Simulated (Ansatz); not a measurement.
Crystal: Cu3Au (Auricupride).

```
Au Cu
1.0
     3.74000    0.00000    0.00000
     0.00000    3.74000    0.00000
     0.00000    0.00000    3.74000
Au Cu
1 3
Direct
  0.00000 0.00000 0.00000
  0.50000 0.50000 0.00000
  0.50000 0.00000 0.50000
  0.00000 0.50000 0.50000
```

```yaml
Program: Ansatz 0.2.0
Task: relaxation of cell and atoms
Functional: PBEsol
Dispersion: D3(BJ)
Potentials_or_basis: Ansatz PAW
Cutoff: "420 eV (not typed: the program's choice for these potentials)"
k_mesh: 7 × 7 × 7
Occupations: fermi-dirac, width 0.05 eV
Spin: no spin polarisation
```

At the start: volume 13.08 Å³/atom.

Problem. How do energy, volume and symmetry change on relaxing?

Solution. It ends after 5 steps and the volume is 12.28 Å³/atom (-6.1 %); space group Pm-3m (No. 221, to 0.05 Å).

The path:
| step | energy change (eV) | largest force (eV/Å) | volume (Å³) |
| --- | --- | --- | --- |
| 1 | 0.0000 | 0.0000 | 52.31 |
| 2 | -0.1117 | 0.0000 | 49.37 |
| 3 | -0.1128 | 0.0000 | 49.07 |
| 4 | -0.1127 | 0.0000 | 49.11 |
| 5 | -0.1104 | 0.0000 | 49.11 |

Final structure:
```
Au Cu
1.0
     3.66209    0.00000    0.00000
     0.00000    3.66209    0.00000
     0.00000    0.00000    3.66209
Au Cu
1 3
Direct
  0.00000 0.00000 0.00000
  0.50000 0.50000 0.00000
  0.50000 0.00000 0.50000
  0.00000 0.50000 0.50000
```

Caveat: the plane-wave basis is chosen anew once the cell has moved, so the energies of steps on either side of that aren't comparable; the PAW data sets come from PBE, with cores solved anew for the run's functional, which leaves a small shift of forces and pressure.
